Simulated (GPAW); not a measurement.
**How the form of the self-energy moves the gap of BaS (Fm-3m)**

Aim: compare treatments of exchange, screening and correlation for the gap of BaS (Fm-3m).

Program: GPAW 26.7.0. Level of theory: PBE and many-body steps on it, plane waves. Results are calculated unless marked as measured.

## Step 1: Set-up

Symmetry: Fm-3m, No. 225, cubic system. Conventional cell: a = 6.388 Å, b = 6.388 Å, c = 6.388 Å, α = 90.00°, β = 90.00°, γ = 90.00°. Nearest to Ba lie 6 S at 3.19 Å. Nearest to S lie 6 Ba at 3.19 Å. Farther neighbours and most contacts between anions are not listed.

Coordinates:

```xyz
2
Lattice="0.0000 3.1938 3.1938 3.1937 0.0000 3.1938 3.1937 3.1938 0.0000" Properties=species:S:1:pos:R:3 pbc="T T T"
Ba    0.0000    0.0000    0.0000
S     3.1937    3.1938    3.1938
```

The cell and positions come from the Crystallography Open Database and are kept as given unless a step says otherwise. Spin-orbit coupling is left out unless a step names it.

## Step 2: Empty states on the mesh, 4×4×4 mesh, 428 bands

This step: GPAW 26.7.0; DFT, PBE, plane waves, PAW.

The sums over transitions need many empty states on a uniform mesh; this step solves for them.

run.py

```python
import json
import numpy as np
from gpaw.mpi import world
from gpaw import GPAW

calc = GPAW('gs.gpw').fixed_density(kpts={'size': (4, 4, 4), 'gamma': True},
    parallel={'domain': 1, 'band': 1},
    txt='nscf.txt')
calc.diagonalize_full_hamiltonian(nbands=428)
calc.write('full.gpw', mode='all')
res = {}
kpts = calc.get_ibz_k_points()
res['kpts'] = kpts
res['eigenvalues'] = [calc.get_eigenvalues(kpt=k) for k in range(len(kpts))]
res['n_electrons'] = calc.get_number_of_electrons()

if world.rank == 0:
    with open('result.json', 'w') as f:
        json.dump(res, f, default=lambda x: x.tolist())
```

Command:

```bash
$ mpirun -n 4 gpaw python run.py
```

Numbers of over 12 decimals in the logs are rounded to 6 here.

The program printed:

```text
Diagonalizing LCAO Hamiltonian
Converting LCAO to pw mode
convergence criteria:
- Maximum integral of absolute [eigenst]ate change: 4e-08 eV^2 / valence electron
maximum number of iterations: 100

SCF iterations
|iter     |     time |      energy | eigst |  dens |
|iter:   1|  |             | +1.71 |       |
|iter:   2|  |             | +0.53 |       |
|iter:   3|  |             | -0.19 |       |
[...]
|iter:  11|  |             | -6.39 |       |
|iter:  12|  |             | -7.06 |       |
|iter:  13|  |             | -7.67c|       |
SCF steps: 13
  __  _  _
 | _ |_)|_||  |
 |__||  | ||/\| - 26.7.0

Input parameters:
  mode=PW(ecut=450.000000),
  convergence={'density': 1e-06, 'bands': -3},
  gpts=array([24, 24, 24]),
  kpts=MonkhorstPack(size=(4, 4, 4), gamma=True),
  maxiter=100,
  nbands=15,
  occupations=Occupations(name='fermi-dirac', width=0.001, fixmagmom=False),
  parallel={'domain': 1, 'band': 1},
  xc=XC(name='PBE')
Matrix size: 1411x1411
# Writing to full.gpw (mode='all')
  [... matrices ...]

timing:  # [seconds]
  Total: 6.789  # ━━━━━━━━━━━━━━━━━━━━━━━━━━━━━━━━━━━━━━━━━━━━━━━━━━━━━━━━━━━
```

The job ended after 10 s (4 MPI ranks of Arm Neoverse V2, shared host; peak memory 1.3 GiB; 40 s of CPU time).

Numbers from this step:

- gap: 2.132 eV
- k of the valence top: 0, 0, 0
- k of the conduction bottom: 0.5, 0.5, 0
- least direct gap: 2.262 eV
- k points computed: 8
- lowest point of the top converged band, above the valence top: 189.9967 eV

On this mesh the gap is 2.132 eV.

## Step 3: G0W0, Godby-Needs plasmon pole

Now the one-shot GW correction: screening in the RPA, then the self-energy of the levels asked for.

This step: G0W0 on PBE, plane waves, PAW.

run.py

```python
import json
import numpy as np
from gpaw.mpi import world
from gpaw.response.g0w0 import G0W0

gw = G0W0('full.gpw',
    filename='gw',
    kpts=[0, 5],
    bands=(6, 10),
    ecut=120,
    nbands=194,
    integrate_gamma='WS',
    ppa=True)
gw.calculate()
res = {mode: {k: v for k, v in r.items() if k != 'sigma_eskwn'}
       for mode, r in gw.all_results.items()}

if world.rank == 0:
    with open('result.json', 'w') as f:
        json.dump(res, f, default=lambda x: x.tolist())
```

Command:

```bash
$ mpirun -n 4 gpaw python run.py
```

The program printed:

```text
Using integrator: PointIntegrator
FrequencyGridDescriptor(from 0.000+0.000j to 0.000+27.211j eV, 2 points)
Nonperiodic BCs:  [False False False]
Using integrator: PointIntegrator
FrequencyGridDescriptor(from 0.000+0.000j to 0.000+27.211j eV, 2 points)
Nonperiodic BCs:  [False False False]
  ___  _ _ _
 |   || | | |
 | | || | | |
 |__ ||_____|
 |___|

BZ k-points: Symmetries present (total): 48

  [... matrices ...]
64 k-points: 4 x 4 x 4 Monkhorst-Pack grid + [1/8,1/8,1/8]
8 k-points in the irreducible part of the Brillouin zone
       k-points in crystal coordinates                weights
   0:     0.00000000    0.00000000    0.00000000          1/64
   1:     0.25000000    0.25000000    0.00000000          6/64
   2:     0.25000000    0.25000000    0.25000000          8/64
   3:     0.50000000    0.25000000   -0.25000000          6/64
   4:     0.50000000    0.25000000    0.25000000         12/64
   5:     0.50000000    0.50000000    0.00000000          3/64
   6:     0.50000000    0.50000000    0.25000000         24/64
   7:     0.50000000    0.50000000    0.50000000          4/64

Distributing spins, k-points and bands (1 x 2 x 4) over 4 processes
Number of blocks: 1

Quasi particle states:
k-points (IBZ indices): [0, 5]
Band range: (6, 10)
  [... matrices ...]
Computational parameters:
Plane wave cut-off: 120 eV
Number of bands: 194
Coulomb cutoff: None
Broadening: 0.1 eV

fxc modes: GW
Kernel: RPA
Using Godby-Needs plasmon-pole approximation:
  Fitting energy: i*E0, E0 = 1.000 Hartree
Summing all q:

Calculating screened Coulomb potential
No Coulomb truncation
FrequencyGridDescriptor(from 0.000+0.000j to 0.000+27.211j eV, 2 points)
Removing empty qpoint cache files...

Calculating chi0 body with:
    Ground state adapter containing:
    Number of spins: 1
    Number of kpoints: 64
    Number of irreducible kpoints: 8
    Number of completely occupied states: 8
    Number of partially occupied states: 8
    Occupied states memory: 1.6875 M / cpu

    Linear response parametrization:
    q_c: [0.0, 0.0, 0.0]
    Number of frequency points: 2
    Planewave cutoff: 120.0
    Number of bands: 194
    Number of planewaves: 181
    Broadening (eta): 1e-06
    comm.size: 4
    kncomm.size: 4
    blockcomm.size: 1

    Memory estimate of potentially large arrays:
        chi0_wGG: 0.999786 M / cpu
Integrating chi0 body.

Symmetries of q_c:
    Direct symmetries (Uq -> q): 48
    Indirect symmetries (TUq -> q): 0
In total 48 allowed symmetries.

  [... matrices ...]
8 groups of equivalent kpoints. 87.5% reduction.

Integral kind: response function
Integrating chi0 head and wings.

Symmetries of q_c:
    Direct symmetries (Uq -> q): 48
    Indirect symmetries (TUq -> q): 0
In total 48 allowed symmetries.

  [... matrices ...]
8 groups of equivalent kpoints. 87.5% reduction.

Integral kind: response function wings

Calculating chi0 body with:
    Ground state adapter containing:
    Number of spins: 1
    Number of kpoints: 64
    Number of irreducible kpoints: 8
    Number of completely occupied states: 8
    Number of partially occupied states: 8
    Occupied states memory: 1.6875 M / cpu

    Linear response parametrization:
[... the further q-points ...]

Results:
f:      Occupation numbers
eps:     KS-eigenvalues [eV]
vxc:     KS vxc [eV]
exx:     Exact exchange [eV]
sigma:   Self-energies [eV]
dsigma:  Self-energy derivatives
Z:       Renormalization factors
qp:      QP-energies [eV]

k-point 0 (0): (0.000, 0.000, 0.000)                GW
band       f     eps     vxc     exx   sigma  dsigma       Z      qp
                                                                   GW
   6   1.000   4.862 -14.538 -17.551   1.753  -0.275   0.784   3.874
   7   1.000   4.862 -14.538 -17.551   1.753  -0.275   0.784   3.874
   8   0.000   8.483  -9.616  -5.634  -3.722  -0.205   0.830   8.700
   9   0.000   8.753  -9.953  -5.440  -3.862  -0.206   0.829   9.292

k-point 1 (5): (0.500, 0.500, 0.000)                GW
band       f     eps     vxc     exx   sigma  dsigma       Z      qp
                                                                   GW
   6   1.000   4.732 -14.595 -17.680   1.802  -0.273   0.785   3.724
   7   1.000   4.732 -14.595 -17.680   1.802  -0.273   0.785   3.724
   8   0.000   6.994  -8.659  -4.825  -3.498  -0.201   0.833   7.273
   9   0.000  10.812 -12.593  -7.512  -4.000  -0.213   0.825  11.703
```

Elapsed: 55 s, on 4 MPI ranks; peak memory 1.3 GiB; 3.7 min of CPU time.

Numbers from this step:

```yaml
g0w0_gap_on_the_points_computed: 3.399 eV
least_direct_g0w0_gap_on_the_computed_points: 3.550 eV
z_at_the_valence_top: 0.7840
z_at_the_conduction_bottom: 0.8328
starting_gap_on_the_mesh: 2.132 eV
k_of_the_valence_top: 0, 0, 0
k_of_the_conduction_bottom: 0.5, 0.5, 0
```

The gap on the mesh goes from 2.13 eV to 3.40 eV, a correction of +1.27 eV.

## Step 4: One-shot HSE06

This step: one-shot HSE06 levels on PBE orbitals, plane waves, PAW.

run.py

```python
import json
import numpy as np
from gpaw.mpi import world
from gpaw.hybrids.eigenvalues import non_self_consistent_eigenvalues

dft, vxc, vxc_hyb = non_self_consistent_eigenvalues('full.gpw', 'HSE06', 6, 10, kpt_indices=[0, 5])
res = {'dft': dft[0], 'hybrid': (dft - vxc + vxc_hyb)[0]}
if world.rank == 0:
    with open('hybrid.txt', 'w') as f:
        for k, e0, e1 in zip([0, 5], res['dft'], res['hybrid']):
            print(k, ' '.join(f'{x:9.4f}' for x in e0), '|', ' '.join(f'{x:9.4f}' for x in e1), file=f)

if world.rank == 0:
    with open('result.json', 'w') as f:
        json.dump(res, f, default=lambda x: x.tolist())
```

Command:

```bash
$ mpirun -n 4 gpaw python run.py
```

The program printed:

```text
IBZ(<points: 8, symmetries: 48>)
Occupied bands: 8
Transforming wave functions from IBZ to BZ: 0.019 seconds
Distributing wave functions and iFFT-ing to real space: 0.103 seconds
Calculating eigenvalues:
  k-points: 2
  Bands: 6-9 (inclusive)
  Seconds: 0.381 (wave-function broadcasting: 0.007 seconds)
HSE06-eigenvalue shifts:
  min: -0.722 eV
  ave: -0.176 eV
  max: 0.569 eV
```

Run time: 3.3 s. Hardware: 4 MPI ranks; peak memory 0.51 GiB; 13 s of CPU time.

Numbers from this step:

```
starting gap on the mesh                       : 2.132 eV
hybrid gap on the mesh                         : 3.077 eV
least direct hybrid gap on the computed points : 3.218 eV
```

## Step 5: G0W0, extrapolated in the cutoff

This step: G0W0 on PBE, plane waves, PAW.

run.py

```python
import json
import numpy as np
from gpaw.mpi import world
from gpaw.response.g0w0 import G0W0

gw = G0W0('full.gpw',
    filename='gw',
    kpts=[0, 5],
    bands=(6, 10),
    ecut=200.0,
    integrate_gamma='WS',
    ppa=True,
    ecut_extrapolation=True)
gw.calculate()
res = {mode: {k: v for k, v in r.items() if k != 'sigma_eskwn'}
       for mode, r in gw.all_results.items()}

if world.rank == 0:
    with open('result.json', 'w') as f:
        json.dump(res, f, default=lambda x: x.tolist())
```

Command:

```bash
$ mpirun -n 4 gpaw python run.py
```

The program printed:

```text
Using integrator: PointIntegrator
FrequencyGridDescriptor(from 0.000+0.000j to 0.000+27.211j eV, 2 points)
Nonperiodic BCs:  [False False False]
Using integrator: PointIntegrator
FrequencyGridDescriptor(from 0.000+0.000j to 0.000+27.211j eV, 2 points)
Nonperiodic BCs:  [False False False]
  ___  _ _ _
 |   || | | |
 | | || | | |
 |__ ||_____|
 |___|

BZ k-points: Symmetries present (total): 48

  [... matrices ...]
64 k-points: 4 x 4 x 4 Monkhorst-Pack grid + [1/8,1/8,1/8]
8 k-points in the irreducible part of the Brillouin zone
       k-points in crystal coordinates                weights
   0:     0.00000000    0.00000000    0.00000000          1/64
   1:     0.25000000    0.25000000    0.00000000          6/64
   2:     0.25000000    0.25000000    0.25000000          8/64
[...]
6:     0.50000000    0.50000000    0.25000000         24/64
   7:     0.50000000    0.50000000    0.50000000          4/64

Distributing spins, k-points and bands (1 x 2 x 4) over 4 processes
Number of blocks: 1

Quasi particle states:
k-points (IBZ indices): [0, 5]
Band range: (6, 10)
  [... matrices ...]
Computational parameters:
Extrapolating to infinite plane wave cut-off using points at:
  172.355 eV
  184.896 eV
  200.000 eV
Number of bands: 418
Coulomb cutoff: None
Broadening: 0.1 eV

fxc modes: GW
Kernel: RPA
Using Godby-Needs plasmon-pole approximation:
  Fitting energy: i*E0, E0 = 1.000 Hartree
Summing all q:

Calculating screened Coulomb potential
No Coulomb truncation
FrequencyGridDescriptor(from 0.000+0.000j to 0.000+27.211j eV, 2 points)
Removing empty qpoint cache files...

Calculating chi0 body with:
    Ground state adapter containing:
    Number of spins: 1
    Number of kpoints: 64
    Number of irreducible kpoints: 8
[...]
comm.size: 4
    kncomm.size: 4
    blockcomm.size: 1

    Memory estimate of potentially large arrays:
        chi0_wGG: 5.155060 M / cpu
Integrating chi0 body.

Symmetries of q_c:
    Direct symmetries (Uq -> q): 48
    Indirect symmetries (TUq -> q): 0
In total 48 allowed symmetries.

  [... matrices ...]
8 groups of equivalent kpoints. 87.5% reduction.

Integral kind: response function
Integrating chi0 head and wings.

Symmetries of q_c:
    Direct symmetries (Uq -> q): 48
    Indirect symmetries (TUq -> q): 0
In total 48 allowed symmetries.

  [... matrices ...]
8 groups of equivalent kpoints. 87.5% reduction.

Integral kind: response function wings

Calculating chi0 body with:
    Ground state adapter containing:
    Number of spins: 1
    Number of kpoints: 64
    Number of irreducible kpoints: 8
    Number of completely occupied states: 8
    Number of partially occupied states: 8
    Occupied states memory: 1.6875 M / cpu

    Linear response parametrization:
[... the further q-points ...]
Extrapolating selfenergy to infinite energy cutoff:
  Performing linear fit to 3 points
  Minimum R^2 = 0.9024. (R^2 Should be close to 1)
  [... matrices ...]
Results:
f:      Occupation numbers
eps:     KS-eigenvalues [eV]
vxc:     KS vxc [eV]
exx:     Exact exchange [eV]
sigma:   Self-energies [eV]
dsigma:  Self-energy derivatives
Z:       Renormalization factors
qp:      QP-energies [eV]

k-point 0 (0): (0.000, 0.000, 0.000)                GW
band       f     eps     vxc     exx   sigma  dsigma       Z      qp
                                                                   GW
   6   1.000   4.862 -14.538 -17.551   1.383  -0.279   0.782   3.588
   7   1.000   4.862 -14.538 -17.551   1.383  -0.279   0.782   3.588
   8   0.000   8.483  -9.616  -5.634  -3.924  -0.206   0.829   8.532
[...]
k-point 1 (5): (0.500, 0.500, 0.000)                GW
band       f     eps     vxc     exx   sigma  dsigma       Z      qp
                                                                   GW
[...]
8   0.000   6.994  -8.659  -4.825  -3.617  -0.202   0.832   7.174
   9   0.000  10.812 -12.593  -7.512  -4.255  -0.215   0.823  11.492
```

Elapsed: 13 min, on 4 MPI ranks; peak memory 1.7 GiB.

This step gave:

```
quasiparticle gap on the points computed              : 3.587 eV
least direct quasiparticle gap on the computed points : 3.738 eV
Z at the valence top                                  : 0.7819
Z at the conduction bottom                            : 0.8322
starting gap on the mesh                              : 2.132 eV
k of the valence top                                  : 0, 0, 0
k of the conduction bottom                            : 0.5, 0.5, 0
gaps at the cutoffs of the extrapolation              : 3.480, 3.489, 3.501 eV
```

Against G0W0 in GPAW (4×4×4 mesh, 194 bands, screening to 120 eV, Godby-Needs plasmon pole), the gap moves by +0.188 eV.

## Step 6: One-shot PBE0

This step: one-shot PBE0 levels on PBE orbitals, plane waves, PAW.

run.py

```python
import json
import numpy as np
from gpaw.mpi import world
from gpaw.hybrids.eigenvalues import non_self_consistent_eigenvalues

dft, vxc, vxc_hyb = non_self_consistent_eigenvalues('full.gpw', 'PBE0', 6, 10, kpt_indices=[0, 5])
res = {'dft': dft[0], 'hybrid': (dft - vxc + vxc_hyb)[0]}
if world.rank == 0:
    with open('hybrid.txt', 'w') as f:
        for k, e0, e1 in zip([0, 5], res['dft'], res['hybrid']):
            print(k, ' '.join(f'{x:9.4f}' for x in e0), '|', ' '.join(f'{x:9.4f}' for x in e1), file=f)

if world.rank == 0:
    with open('result.json', 'w') as f:
        json.dump(res, f, default=lambda x: x.tolist())
```

Command:

```bash
$ mpirun -n 4 gpaw python run.py
```

The program printed:

```text
IBZ(<points: 8, symmetries: 48>)
Occupied bands: 8
Transforming wave functions from IBZ to BZ: 0.019 seconds
Distributing wave functions and iFFT-ing to real space: 0.152 seconds
Calculating eigenvalues:
  k-points: 2
  Bands: 6-9 (inclusive)
  Seconds: 0.570 (wave-function broadcasting: 0.007 seconds)
HSE06-eigenvalue shifts:
  min: -1.107 eV
  ave: -0.194 eV
  max: 0.901 eV
```

The job ended after 3.7 s (4 MPI ranks; peak memory 0.48 GiB).

This step gave:

| Property | Result |
| --- | --- |
| starting gap on the mesh | 2.132 eV |
| hybrid gap on the mesh | 3.791 eV |
| least direct hybrid gap on the computed points | 3.944 eV |

## Step 7: G0W0, full frequency, Hilbert transform

This step: G0W0 on PBE, plane waves, PAW.

run.py

```python
import json
import numpy as np
from gpaw.mpi import world
from gpaw.response.g0w0 import G0W0

gw = G0W0('full.gpw',
    filename='gw',
    kpts=[0, 5],
    bands=(6, 10),
    ecut=120,
    nbands=194,
    integrate_gamma='WS',
    frequencies={'type': 'nonlinear', 'domega0': 0.1, 'omega2': 15.0},
    eta=0.1,
    nblocksmax=True)
gw.calculate()
res = {mode: {k: v for k, v in r.items() if k != 'sigma_eskwn'}
       for mode, r in gw.all_results.items()}

if world.rank == 0:
    with open('result.json', 'w') as f:
        json.dump(res, f, default=lambda x: x.tolist())
```

Command:

```bash
$ mpirun -n 4 gpaw python run.py
```

The program printed:

```text
Using integrator: PointIntegrator
NonLinearFrequencyDescriptor(from 0.000 to 143.106 eV, 290 points)
Nonperiodic BCs:  [False False False]
Using integrator: PointIntegrator
NonLinearFrequencyDescriptor(from 0.000 to 143.106 eV, 290 points)
Nonperiodic BCs:  [False False False]
  ___  _ _ _
 |   || | | |
 | | || | | |
 |__ ||_____|
 |___|

BZ k-points: Symmetries present (total): 48

  [... matrices ...]
64 k-points: 4 x 4 x 4 Monkhorst-Pack grid + [1/8,1/8,1/8]
8 k-points in the irreducible part of the Brillouin zone
       k-points in crystal coordinates                weights
[...]
GW
   6   1.000   4.862 -14.538 -17.551   1.778  -0.287   0.777   3.902
   7   1.000   4.862 -14.538 -17.551   1.778  -0.287   0.777   3.902
   8   0.000   8.483  -9.616  -5.634  -3.668  -0.254   0.798   8.733
[...]
k-point 1 (5): (0.500, 0.500, 0.000)                GW
band       f     eps     vxc     exx   sigma  dsigma       Z      qp
                                                                   GW
[...]
8   0.000   6.994  -8.659  -4.825  -3.442  -0.229   0.814   7.313
   9   0.000  10.812 -12.593  -7.512  -3.998  -0.259   0.794  11.672
```

The job ended after 1.9 min (4 MPI ranks; peak memory 2 GiB; 7.2 min of CPU time).

Numbers from this step:

| Item | Value |
| --- | --- |
| G0W0 gap on the points computed | 3.411 eV |
| least direct G0W0 gap on the computed points | 3.540 eV |
| starting gap on the mesh | 2.132 eV |
| k of the valence top | 0, 0, 0 |
| k of the conduction bottom | 0.5, 0.5, 0 |

Against G0W0 in GPAW (4×4×4 mesh, 194 bands, screening to 120 eV, Godby-Needs plasmon pole), the gap moves by +0.012 eV.

## Step 8: The runs together

Times are wall times on 4 MPI ranks of Arm Neoverse V2, shared host, good to a factor of about two.

| run | mesh | bands | screening cutoff (eV) | DFT gap (eV) | gap on the mesh (eV) | direct (eV) | time |
| --- | --- | --- | --- | --- | --- | --- | --- |
| G0W0, Godby-Needs plasmon pole | 4×4×4 | 194 | 120 | 2.132 | 3.399 | 3.550 | 55 s |
| one-shot HSE06 | 4×4×4 | - | - | 2.132 | 3.077 | 3.218 | 3.3 s |
| G0W0, extrapolated in the cutoff | 4×4×4 | - | 200 | 2.132 | 3.587 | 3.738 | 13 min |
| one-shot PBE0 | 4×4×4 | - | - | 2.132 | 3.791 | 3.944 | 3.7 s |
| G0W0, full frequency, Hilbert transform | 4×4×4 | 194 | 120 | 2.132 | 3.411 | 3.540 | 1.9 min |

## Step 9: Outcome

| Item | Value |
| --- | --- |
| G0W0, Godby-Needs plasmon pole | 3.399 eV |
| one-shot HSE06 | 3.077 eV |
| G0W0, extrapolated in the cutoff | 3.587 eV |
| one-shot PBE0 | 3.791 eV |
| G0W0, full frequency, Hilbert transform | 3.411 eV |
| known limits | not at the basis limit; no spin-orbit coupling |

In words: One-shot HSE06: −0.322 eV against G0W0, Godby-Needs plasmon pole. G0W0, extrapolated in the cutoff: +0.188 eV against G0W0, Godby-Needs plasmon pole, at other bands or cutoff, so not like for like. One-shot PBE0: +0.392 eV against G0W0, Godby-Needs plasmon pole. G0W0, full frequency, Hilbert transform: +0.012 eV against G0W0, Godby-Needs plasmon pole. One-shot hybrid levels are evaluated on the PBE orbitals. Bands and cutoff are finite, so the gap is not at the basis limit. The miss can reach some tenths of an eV and take either sign; the mesh is an error of its own. These stock PAW sets were not made for GW. In the G0W0 runs levels were corrected at 2 k points alone, so a gap called «on the mesh» is the least over those, and an edge elsewhere would be missed. The many-body steps are scalar-relativistic: spin-orbit coupling is not in them.

[Paths, hosts, dates, memory and timing lines, banners, echoed tables and standing remarks are left out of the program output.]

[Logs are printed without paths, hosts, clocks, repeated set-up lines and the standing remarks that a program may print on its own settings, such as how far it seeks lower states.]

[Runs of the session that timed out or met a known fault of the program may be left out.]

[Hosts, paths, dates, database ids (printed as entryN), source tags and the programs' standing remarks are cut or masked in the printed files.]
